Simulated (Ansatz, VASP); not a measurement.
This is a calculation of W2C for Ansatz 0.2.0.

File input.yaml:

```yaml
crystal:
  lattice:
    - [3.0903776626, 0.0, 0.0]
    - [-1.5451888313, 2.6763455631, 0.0]
    - [0.0, 0.0, 4.7094118698]
  atoms:
    - { symbol: W, position: [0.6666666667, 0.3333333333, 0.253669] }
    - { symbol: W, position: [0.3333333333, 0.6666666667, 0.746331] }
    - { symbol: C, position: [0.0, 0.0, 0.0] }
hamiltonian:
  xc: pbe
  pseudopotentials: { kind: paw }
kpoints:
  mp_grid: { grid: [10, 10, 6] }
scf:
  occupations: { method: fermi_dirac, width: 0.05 }
output:
  forces: true
  stress: true
  eigenvalues: true
```

Potentials or basis: Ansatz PAW.

Launch:

```sh
$ ansatz run input.yaml --threads 1 --pin off --max-ram 3584MiB --backend cpu --events-out ev --progress --plain --runs-dir out
```

Task: Translate it to VASP 6.6.1. Potentials there: VASP PAW PBE potentials, release 64 (W_sv, C).

Result: As run (the cutoff follows the program's own potentials):

File INCAR:

```
SYSTEM = W2C
PREC = Accurate
ENCUT = 520
EDIFF = 1E-7
ISMEAR = -1
SIGMA = 0.05
LREAL = .FALSE.
LASPH = .TRUE.
NELM = 100
ALGO = Normal
ISIF = 2
LWAVE = .FALSE.
LCHARG = .FALSE.
GGA = PE
NBANDS = 23
```

KPOINTS

```
regular mesh
0
G
  10 10 6
  0 0 0
```

The input POSCAR:

```
W2C
1.0
    3.0903776626      0.0000000000      0.0000000000
   -1.5451888313      2.6763455631      0.0000000000
    0.0000000000      0.0000000000      4.7094118698
W C
2 1
Direct
    0.6666666667      0.3333333333      0.2536690000
    0.3333333333      0.6666666667      0.7463310000
    0.0000000000      0.0000000000      0.0000000000
```

Potentials or basis: VASP PAW PBE potentials, release 64 (W_sv, C).

Run with:

```bash
$ cat potpaw_PBE.64/W_sv/POTCAR potpaw_PBE.64/C/POTCAR > POTCAR
$ mpirun -np 1 vasp_std > vasp.out
```

Both were run:

|  | VASP | Ansatz | Ansatz less VASP |
| --- | --- | --- | --- |
| gap on the k mesh at the Fermi level (eV) | none | none | - |
| pressure (GPa) | -7.3 | -8.0 | -0.70 |
| largest component of the traceless stress (GPa) | 0.47 | 0.50 | +0.029 |
| rms of the force components (eV/Å) | 0.054 | 0.077 | +0.0233 |

Atom by atom the forces differ by 0.023 eV/Å (rms over components). A gap of «none» marks a metal or a gap that the smearing closes. With one functional, cell and mesh, what is left measures potentials, basis and numerics.

The runs have no spin-orbit coupling, so splittings on W are missing.
